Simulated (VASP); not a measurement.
# GaN (Fm-3m) in VASP: a series of runs

Runs on GaN. Level: PBE. Tasks: G0W0 quasiparticle levels.

Program: VASP 6.6.1. These are calculated values, not measurements. Logs are shortened: lines on timing, memory, paths and dates and some standing lists are left out, and cuts for length are marked.

## (1) Starting point

It takes space group Fm-3m (No. 225, cubic). The conventional cell has a = 4.270 Å, b = 4.270 Å, c = 4.270 Å, α = 90.00°, β = 90.00°, γ = 90.00°. Ga (site symmetry m-3m) is surrounded by 6 N at 2.14 Å. N (site symmetry m-3m) is surrounded by 6 Ga at 2.14 Å.

Measurements of this composition are mostly on another form, of space group No. 186.

## (2) G0W0 quasiparticle levels, PBE

POSCAR

```
GaN
1.0
    0.0000000000      2.1352350000      2.1352350000
    2.1352350000      0.0000000000      2.1352350000
    2.1352350000      2.1352350000      0.0000000000
Ga N
1 1
Direct
    0.0000000000      0.0000000000      0.0000000000
    0.5000000000      0.5000000000      0.5000000000
```

INCAR.step1

```
SYSTEM = GaN
ALGO = Normal ; EDIFF = 1E-8
ENCUT = 450 ; GGA = PE
ISMEAR = 0 ; LASPH = .TRUE.
LCHARG = .FALSE. ; LREAL = .FALSE.
LWAVE = .TRUE. ; NELM = 80
PREC = Accurate ; SIGMA = 0.01
```

INCAR.step2

```
SYSTEM = GaN
ALGO = Exact ; EDIFF = 1E-8
ENCUT = 450 ; GGA = PE
ISMEAR = 0 ; ISTART = 1
LASPH = .TRUE. ; LCHARG = .FALSE.
LOPTICS = .TRUE. ; LREAL = .FALSE.
LWAVE = .TRUE. ; NBANDS = 125
NELM = 1 ; PREC = Accurate
SIGMA = 0.01
```

INCAR.step3

```
SYSTEM = GaN
ALGO = EVGW0 ; EDIFF = 1E-8
ENCUT = 450 ; ENCUTGW = 260
GGA = PE ; ISMEAR = 0
ISTART = 1 ; LASPH = .TRUE.
LCHARG = .FALSE. ; LREAL = .FALSE.
LWAVE = .FALSE. ; NBANDS = 125
NBANDSGW = 17 ; NELMGW = 1
NOMEGA = 48 ; PREC = Accurate
PRECFOCK = Fast ; SIGMA = 0.01
```

KPOINTS

```
k-points
0
G
  4 4 4
  0 0 0
```

Potentials or basis: VASP PAW PBE potentials, release 64 (Ga_d_GW, N_GW).

Launch:

```
$ cat potpaw_PBE.64/Ga_d_GW/POTCAR potpaw_PBE.64/N_GW/POTCAR > POTCAR
$ cp INCAR.step1 INCAR
$ mpirun -np 1 vasp_std > vasp.out
$ cp INCAR.step2 INCAR
$ mpirun -np 1 vasp_std > vasp.out
$ cp INCAR.step3 INCAR
$ mpirun -np 1 vasp_std > vasp.out
```

OUTCAR:

```text
SYSTEM = GaN
   EDIFF = 1E-8
   ENCUT = 450
   ENCUTGW = 260
   GGA = PE
   ISMEAR = 0
   ISTART = 1
   LASPH = .TRUE.
   LREAL = .FALSE.
   NELMGW = 1
   PREC = Accurate
   PRECFOCK = Fast

 Found      8 irreducible k-points:

 Following reciprocal coordinates:
            Coordinates               Weight
  0.000000  0.000000  0.000000      1.000000
  0.250000  0.000000  0.000000      8.000000
  0.500000  0.000000  0.000000      4.000000
  0.250000  0.250000  0.000000      6.000000
  0.500000  0.250000  0.000000     24.000000
 -0.250000  0.250000  0.000000     12.000000
   k-points           NKPTS =      8   k-points in BZ     NKDIM =     64   number of bands    NBANDS=    125
   number of dos      NEDOS =    301   number of ions     NIONS =      2
   total plane-waves  NPLWV =  13824
   dimension x,y,z NGX =    24 NGY =   24 NGZ =   24
   dimension x,y,z NGXF=    48 NGYF=   48 NGZF=   48
   ions per type =               1   1
   NGX,Y,Z   is equivalent  to a cutoff of  13.21, 13.21, 13.21 a.u.
   NGXF,Y,Z  is equivalent  to a cutoff of  26.43, 26.43, 26.43 a.u.
 SYSTEM =  GaN
   PREC   = accura    normal or accurate (medium, high low for compatibility)
   ISTART =      1    job   : 0-new  1-cont  2-samecut
   ICHARG =      0    charge: 1-file 2-atom 10-const
   ISPIN  =      1    spin polarized calculation?
   LNONCOLLINEAR =      F non collinear calculations
   LSORBIT =      F    spin-orbit coupling
   LASPH  =      T    aspherical Exc in radial PAW
   ENCUT  =  450.0 eV  33.07 Ry    5.75 a.u.   5.22  5.22  5.22*2*pi/ulx,y,z
   NELM   =     60;   NELMIN=  2; NELMDL=  0     # of ELM steps
   EDIFF  = 0.1E-07   stopping-criterion for ELM
   LREAL  =      F    real-space projection
   EDIFFG = 0.1E-06   stopping-criterion for IOM
   NSW    =      0    number of steps for IOM
   IBRION =     -1    ionic relax: 0-MD 1-quasi-New 2-CG
   NFREE  =      0    steps in history (QN), initial steepest desc. (CG)
   ISIF   =      0    stress and relaxation
   ISYM   =      3    0-nonsym 1-usesym 2-fastsym
   POTIM  = 0.5000    time-step for ionic-motion
   TEBEG  =    0.0;   TEEND  =   0.0 temperature during run
   PSTRESS=    0.0 pullay stress
   NELECT =      18.0000    total number of electrons
   NUPDOWN=      -1.0000    fix difference up-down
   EMIN   =  10.00;   EMAX   =-10.00  energy-range for DOS
   EFERMI =   0.00;   METHOD = LEGACY
   ISMEAR =     0;   SIGMA  =   0.01  broadening in eV -4-tet -1-fermi 0-gaus
   EFERMI_NEDOS =   21; number of points for ismear=-14 and -15
   IALGO  =     38    algorithm
   IMIX   =      4    mixing-type and parameters
     AMIX     =   0.40;   BMIX     =  1.00
     AMIX_MAG =   1.60;   BMIX_MAG =  1.00
  volume/ion in A,a.u.               =       9.74        65.70
  Fermi-wavevector in a.u.,A,eV,Ry     =   1.594814  3.013761 34.605481  2.543431
  Thomas-Fermi vector in A             =   2.692830
   LORBIT       =      0    0 simple, 1 ext, 2 COOP (PROOUT), +10 PAW based schemes
   GGA     = PE    functional components
   LHFCALC =     T    Hartree Fock is set to
   PRECFOCK=fast      Normal, Fast or Accurate (Low or Medium for compatibility)
   ENCUT4O =  -1.0   cutoff for four orbital integrals eV
   NKREDX  =     1    reduce k-point grid by
   NKREDY  =     1    reduce k-point grid by
   NKREDZ  =     1    reduce k-point grid by
   AEXX    =    1.0000 exact exchange contribution
   HFSCREEN=    0.0000 screening length (either q_TF or 0.3 A-1)
   HFSCREENC=   0.0000 screening length for correlation (either q_TF or 0.3 A-1)
   ENCUTFOCK=  -1.0 apply spherical cutoff to Coloumb kernel
   IVDW    =     0    specifies the selected vdW correction
   LEPSILON=     F    determine dielectric tensor
   LRPA    =     F    only Hartree local field effects (RPA)
   LRPAFORCE           =     F    calculate RPA forces
   ENCUTGW             = 260.0    cutoff for response function in eV
   ENCUTGWSOFT         = 208.0    soft cutoff for Coulomb kernel in GW response function in eV
   ENCUTLF             =  -1.0    cutoff for local field effects
   NELMGW              =     1    number of iterations in solving QP/BSE equation
   NELMHF              =     1    number of iterations in the inner HF iteration
   NKREDLFX            =     1    NKREDLFY  =   1   NKREDLFZ  =   1
 non-spin polarized calculation
 Gauss-broadening in eV      SIGMA  =   0.01
  energy-cutoff  :      450.00
  volume of cell :       19.47
 maximum number of plane-waves:       444
 NGX is ok and might be reduce to    24
  NGX = 12; NGY = 12; NGZ = 12
   NGX = 11   NGY = 11   NGZ = 11
 maximum number of plane-waves:       200

 QP shifts <psi_nk| G(iteration)W_0 |psi_nk>: iteration 1
 for sc-GW calculations column KS-energies equals QP-energies in previous step
 and V_xc(KS)=  KS-energies - (<T + V_ion + V_H > + <T+V_H+V_ion>^1  + <V_x>^1)

 k-point   1 :       0.0000    0.0000    0.0000
  band No.  KS-energies  QP-energies   sigma(KS)   V_xc(KS)     V^pw_x(r,r')   Z            occupation Imag(sigma)

      1      -9.6357     -10.6638     -15.9366     -14.4653     -24.2363       0.6987       2.0000       1.3158
      2      -6.8090      -9.2991     -25.0985     -21.6620     -34.9916       0.7246       2.0000       0.2212
      3      -6.8090      -9.2991     -25.0985     -21.6620     -34.9916       0.7246       2.0000       0.2212
      4      -6.8090      -9.2991     -25.0985     -21.6620     -34.9916       0.7246       2.0000       0.2212
      5      -6.7198      -9.2390     -25.3287     -21.8505     -35.4427       0.7243       2.0000       0.2619
      6      -6.7198      -9.2390     -25.3287     -21.8505     -35.4427       0.7243       2.0000       0.2619
[... 9 lines left out ...]
     16      22.6783      23.1775     -11.9534     -12.6113      -4.4601       0.7587       0.0000      -0.5784
     17      23.2840      23.3125      -9.0370      -9.0735      -2.4463       0.7815       0.0000      -0.3512

 k-point   2 :       0.2500    0.0000    0.0000
  band No.  KS-energies  QP-energies   sigma(KS)   V_xc(KS)     V^pw_x(r,r')   Z            occupation Imag(sigma)

      1      -8.5143      -9.5143     -16.3487     -14.8919     -24.4266       0.6864       2.0000       1.1797
      2      -6.8448      -9.3282     -25.0884     -21.6545     -35.1116       0.7232       2.0000       0.2614
      3      -6.8448      -9.3282     -25.0884     -21.6545     -35.1116       0.7232       2.0000       0.2614
      4      -6.8383      -9.3025     -24.9149     -21.5120     -34.7640       0.7242       2.0000       0.2381
      5      -6.6930      -9.2022     -25.2869     -21.8294     -35.2768       0.7257       2.0000       0.2355
      6      -6.6930      -9.2022     -25.2869     -21.8294     -35.2768       0.7257       2.0000       0.2355
[... 9 lines left out ...]
     16      24.7631      25.1415     -11.7208     -12.1992      -5.3765       0.7908       0.0000      -0.4544
     17      31.5904      31.9412     -10.4402     -10.8788      -3.1112       0.7998       0.0000      -0.9960

 k-point   3 :       0.5000    0.0000    0.0000
  band No.  KS-energies  QP-energies   sigma(KS)   V_xc(KS)     V^pw_x(r,r')   Z            occupation Imag(sigma)

      1      -6.9765      -9.3929     -24.4469     -21.1076     -34.1934       0.7236       2.0000       0.2681
      2      -6.9424      -9.3974     -24.9355     -21.5317     -34.9715       0.7212       2.0000       0.2826
      3      -6.9424      -9.3974     -24.9355     -21.5317     -34.9715       0.7212       2.0000       0.2826
      4      -6.6097      -7.6142     -17.5544     -16.0975     -25.3561       0.6894       2.0000       1.0037
      5      -6.6013      -9.1125     -25.3933     -21.9335     -35.3816       0.7258       2.0000       0.2282
      6      -6.6013      -9.1125     -25.3933     -21.9335     -35.3816       0.7258       2.0000       0.2282
[... 9 lines left out ...]
     16      29.7165      30.1062     -12.5661     -13.0718      -4.8913       0.7705       0.0000      -1.0619
     17      31.7266      32.1947     -11.1342     -11.7164      -3.6182       0.8042       0.0000      -1.1338

 k-point   4 :       0.2500    0.2500    0.0000
  band No.  KS-energies  QP-energies   sigma(KS)   V_xc(KS)     V^pw_x(r,r')   Z            occupation Imag(sigma)

      1      -8.4783      -9.7243     -17.9591     -16.1577     -26.4788       0.6917       2.0000       1.0218
      2      -6.8899      -9.3699     -24.9548     -21.5324     -34.8177       0.7246       2.0000       0.2248
      3      -6.6954      -9.1924     -25.2268     -21.7848     -35.1445       0.7255       2.0000       0.2231
      4      -6.6954      -9.1924     -25.2268     -21.7848     -35.1445       0.7255       2.0000       0.2231
      5      -6.6694      -9.1941     -25.3904     -21.9075     -35.5182       0.7249       2.0000       0.2612
      6      -6.5447      -8.7290     -23.3887     -20.3591     -32.9078       0.7210       2.0000       0.4219
[... 9 lines left out ...]
     16      30.0582      30.5952     -11.6636     -12.3379      -4.4073       0.7963       0.0000      -0.9620
     17      30.0582      30.5952     -11.6636     -12.3379      -4.4073       0.7963       0.0000      -0.9620

 k-point   5 :       0.5000    0.2500    0.0000
  band No.  KS-energies  QP-energies   sigma(KS)   V_xc(KS)     V^pw_x(r,r')   Z            occupation Imag(sigma)

      1      -7.9289      -9.7566     -21.7080     -19.0915     -31.1261       0.6986       2.0000       0.6275
      2      -6.8948      -9.3554     -24.8336     -21.4353     -34.6673       0.7241       2.0000       0.2358
      3      -6.7812      -9.2710     -25.1697     -21.7318     -35.2435       0.7242       2.0000       0.2718
      4      -6.7051      -9.1832     -25.0835     -21.6664     -34.9644       0.7252       2.0000       0.2347
      5      -6.5837      -9.0950     -25.4050     -21.9489     -35.3881       0.7266       2.0000       0.2268
      6      -5.0611      -6.6668     -21.0651     -18.8560     -29.4748       0.7268       2.0000       0.6350
[... 9 lines left out ...]
     16      30.7134      31.1437     -11.7902     -12.3352      -4.4014       0.7896       0.0000      -0.9860
     17      33.7926      34.4112     -11.4481     -12.2067      -4.0495       0.8154       0.0000      -1.1748

 k-point   6 :      -0.2500    0.2500    0.0000
  band No.  KS-energies  QP-energies   sigma(KS)   V_xc(KS)     V^pw_x(r,r')   Z            occupation Imag(sigma)

      1      -7.7231      -9.3576     -20.6230     -18.2736     -29.6670       0.6957       2.0000       0.7278
      2      -6.8675      -9.3347     -25.0591     -21.6387     -35.1602       0.7213       2.0000       0.2904
      3      -6.8507      -9.2653     -24.5979     -21.2592     -34.3775       0.7232       2.0000       0.2670
      4      -6.8175      -9.2941     -24.9738     -21.5562     -34.8388       0.7246       2.0000       0.2329
      5      -6.6713      -9.1716     -25.2757     -21.8313     -35.2017       0.7259       2.0000       0.2193
      6      -5.8766      -7.7374     -22.0603     -19.4807     -30.9875       0.7213       2.0000       0.5515
[... 9 lines left out ...]
     16      27.3035      27.6583     -12.1402     -12.5973      -4.7590       0.7762       0.0000      -0.8500
     17      32.9173      33.6428     -11.1403     -12.0375      -3.9381       0.8086       0.0000      -1.0508

 [... further k-points ...]
```

It took 40 s on 1 thread of Intel Xeon 6975P-C (Granite Rapids), shared host; peak memory 0.26 GiB.

These settings aren't checked as converged: the numbers below hold their error.

What came out:

| Property | Result |
| --- | --- |
| Band gap on the k mesh, mean-field level | 0.48 eV, indirect (least direct gap 2.32 eV) |
| Quasiparticle gap | 1.32 eV |
| Least direct quasiparticle gap | 3.25 eV |

Caveat: the k mesh is coarse (spacing up to 0.64 Å⁻¹), so the values aren't converged; bands, screening cutoff and mesh are small and nothing is extrapolated, so the quasiparticle values aren't converged.

## (3) G0W0 quasiparticle levels, PBE

POSCAR is that of step 2.

INCAR.step1 is that of step 2.

Changes to INCAR.step2 since step 2:

```diff
@@ -6,3 +6,3 @@
 LOPTICS = .TRUE. ; LREAL = .FALSE.
-LWAVE = .TRUE. ; NBANDS = 125
+LWAVE = .TRUE. ; NBANDS = 32
 NELM = 1 ; PREC = Accurate
```

INCAR.step3

```
SYSTEM = GaN
ALGO = EVGW0 ; EDIFF = 1E-8
ENCUT = 450 ; ENCUTGW = 100
GGA = PE ; ISMEAR = 0
ISTART = 1 ; LASPH = .TRUE.
LCHARG = .FALSE. ; LREAL = .FALSE.
LWAVE = .FALSE. ; NBANDS = 32
NBANDSGW = 17 ; NELMGW = 1
NOMEGA = 48 ; PREC = Accurate
PRECFOCK = Fast ; SIGMA = 0.01
```

KPOINTS

```
k-points
0
G
  2 2 2
  0 0 0
```

Potentials or basis: VASP PAW PBE potentials, release 64 (Ga_d_GW, N_GW).

Launch:

```
$ cat potpaw_PBE.64/Ga_d_GW/POTCAR potpaw_PBE.64/N_GW/POTCAR > POTCAR
$ cp INCAR.step1 INCAR
$ mpirun -np 1 vasp_std > vasp.out
$ cp INCAR.step2 INCAR
$ mpirun -np 1 vasp_std > vasp.out
$ cp INCAR.step3 INCAR
$ mpirun -np 1 vasp_std > vasp.out
```

OUTCAR:

```text
SYSTEM = GaN
   EDIFF = 1E-8
   ENCUT = 450
   ENCUTGW = 100
   GGA = PE
   ISMEAR = 0
   ISTART = 1
   LASPH = .TRUE.
   LREAL = .FALSE.
   NELMGW = 1
   PREC = Accurate
   PRECFOCK = Fast

 Found      3 irreducible k-points:

 Following reciprocal coordinates:
            Coordinates               Weight
  0.000000  0.000000  0.000000      1.000000
  0.500000  0.000000  0.000000      4.000000
  0.500000  0.500000  0.000000      3.000000
   k-points           NKPTS =      3   k-points in BZ     NKDIM =      8   number of bands    NBANDS=     32
   number of dos      NEDOS =    301   number of ions     NIONS =      2
   total plane-waves  NPLWV =  13824
   dimension x,y,z NGX =    24 NGY =   24 NGZ =   24
   dimension x,y,z NGXF=    48 NGYF=   48 NGZF=   48
   ions per type =               1   1
   NGX,Y,Z   is equivalent  to a cutoff of  13.21, 13.21, 13.21 a.u.
   NGXF,Y,Z  is equivalent  to a cutoff of  26.43, 26.43, 26.43 a.u.
 SYSTEM =  GaN
   PREC   = accura    normal or accurate (medium, high low for compatibility)
[... 32 lines left out ...]
   LORBIT       =      0    0 simple, 1 ext, 2 COOP (PROOUT), +10 PAW based schemes
   GGA     = PE    functional components
   LHFCALC =     T    Hartree Fock is set to
   PRECFOCK=fast      Normal, Fast or Accurate (Low or Medium for compatibility)
   ENCUT4O =  -1.0   cutoff for four orbital integrals eV
   NKREDX  =     1    reduce k-point grid by
   NKREDY  =     1    reduce k-point grid by
   NKREDZ  =     1    reduce k-point grid by
   AEXX    =    1.0000 exact exchange contribution
   HFSCREEN=    0.0000 screening length (either q_TF or 0.3 A-1)
   HFSCREENC=   0.0000 screening length for correlation (either q_TF or 0.3 A-1)
   ENCUTFOCK=  -1.0 apply spherical cutoff to Coloumb kernel
   IVDW    =     0    specifies the selected vdW correction
   LEPSILON=     F    determine dielectric tensor
   LRPA    =     F    only Hartree local field effects (RPA)
   LRPAFORCE           =     F    calculate RPA forces
   ENCUTGW             = 100.0    cutoff for response function in eV
   ENCUTGWSOFT         =  80.0    soft cutoff for Coulomb kernel in GW response function in eV
   ENCUTLF             =  -1.0    cutoff for local field effects
   NELMGW              =     1    number of iterations in solving QP/BSE equation
   NELMHF              =     1    number of iterations in the inner HF iteration
   NKREDLFX            =     1    NKREDLFY  =   1   NKREDLFZ  =   1
 non-spin polarized calculation
 Gauss-broadening in eV      SIGMA  =   0.01
  energy-cutoff  :      450.00
  volume of cell :       19.47
 maximum number of plane-waves:       444
 NGX is ok and might be reduce to    24
  NGX = 12; NGY = 12; NGZ = 12
   NGX = 11   NGY = 11   NGZ = 11
 maximum number of plane-waves:        59
 NGX is ok and might be reduce to    10

 QP shifts <psi_nk| G(iteration)W_0 |psi_nk>: iteration 1
 for sc-GW calculations column KS-energies equals QP-energies in previous step
 and V_xc(KS)=  KS-energies - (<T + V_ion + V_H > + <T+V_H+V_ion>^1  + <V_x>^1)

 k-point   1 :       0.0000    0.0000    0.0000
  band No.  KS-energies  QP-energies   sigma(KS)   V_xc(KS)     V^pw_x(r,r')   Z            occupation Imag(sigma)

      1      -9.3453     -10.1788     -15.4970     -14.3640     -23.8495       0.7356       2.0000       1.5113
      2      -6.9757     -10.0635     -25.7364     -21.6054     -35.0432       0.7475       2.0000       0.4624
      3      -6.9757     -10.0635     -25.7364     -21.6054     -35.0432       0.7475       2.0000       0.4624
      4      -6.9757     -10.0635     -25.7364     -21.6054     -35.0432       0.7475       2.0000       0.4624
      5      -6.8766     -10.0729     -26.0856     -21.8072     -35.5412       0.7471       2.0000       0.5098
      6      -6.8766     -10.0729     -26.0856     -21.8072     -35.5412       0.7471       2.0000       0.5098
[... 38 lines left out ...]
      3      -6.7772      -9.9929     -26.2280     -21.9198     -35.6995       0.7464       2.0000       0.5083
      4      -6.7233      -9.8558     -26.1084     -21.9117     -35.4434       0.7464       2.0000       0.4425
      5      -6.7233      -9.8558     -26.1084     -21.9117     -35.4434       0.7464       2.0000       0.4425
      6      -3.5098      -5.0464     -21.3998     -19.4140     -29.3879       0.7738       2.0000       0.8800
[... 9 lines left out ...]
     16      34.2245      35.8064     -12.5754     -14.4699      -6.5603       0.8349       0.0000      -0.9303
     17      36.2524      37.4720      -8.9755     -10.5217      -2.5291       0.7888       0.0000      -1.0497
```

OUTCAR.step1:

```text
SYSTEM = GaN
   EDIFF = 1E-8
   ENCUT = 450
   GGA = PE
   ISMEAR = 0
   LASPH = .TRUE.
   LREAL = .FALSE.
[... 154 lines left out ...]
      0.00000      0.00000      0.00000         0.000000     -0.000000     -0.000000
      2.13524      2.13524      2.13524        -0.000000      0.000000      0.000000
 -----------------------------------------------------------------------------------
    total drift:                                0.000000     -0.000000     -0.000000

  FREE ENERGIE OF THE ION-ELECTRON SYSTEM (eV)
  ---------------------------------------------------
  free  energy   TOTEN  =        -8.3486907455 eV

  energy  without entropy=       -8.3445449320  energy(sigma->0) =       -8.34661784
```

OUTCAR.step2:

```text
SYSTEM = GaN
   EDIFF = 1E-8
   ENCUT = 450
   GGA = PE
[... 514 lines left out ...]
  --------------------------------------------------------------------------------------------------------------
     0.00000    59.75708    59.75708    59.75708    -0.00000    -0.00000     0.00000
     0.90090    67.41466    67.41466    67.41466    -0.00000    -0.00000     0.00000
     1.80180   124.77205   124.77205   124.77205    -0.00000    -0.00000     0.00000
     2.70271    94.07928    94.07928    94.07928    -0.00000    -0.00000     0.00000
     3.60361   -15.87864   -15.87864   -15.87864    -0.00000    -0.00000     0.00000
     4.50451  -120.19042  -120.19042  -120.19042     0.00000     0.00000    -0.00000
[... 92 lines left out ...]
    88.28840     0.83599     0.83599     0.83599     0.00000     0.00000    -0.00000
    89.18930     0.83994     0.83994     0.83994     0.00000     0.00000    -0.00000
```

Run time: 9.7 s. Hardware: 1 thread of Intel Xeon 6975P-C (Granite Rapids), shared host; peak memory 0.14 GiB.

The run converged, but some of its settings lie outside the range that counts as converged, so its numbers aren't taken as properties of the crystal.

Results:

| Item | Value |
| --- | --- |
| Band gap on the k mesh, mean-field level | 0.01 eV, indirect (least direct gap 2.16 eV) |
| Quasiparticle gap | 0.52 eV |
| Least direct quasiparticle gap | 2.76 eV |

Caveat: the k mesh is coarse (spacing up to 1.27 Å⁻¹), so the values aren't converged; bands, screening cutoff and mesh are small and nothing is extrapolated, so the quasiparticle values aren't converged.
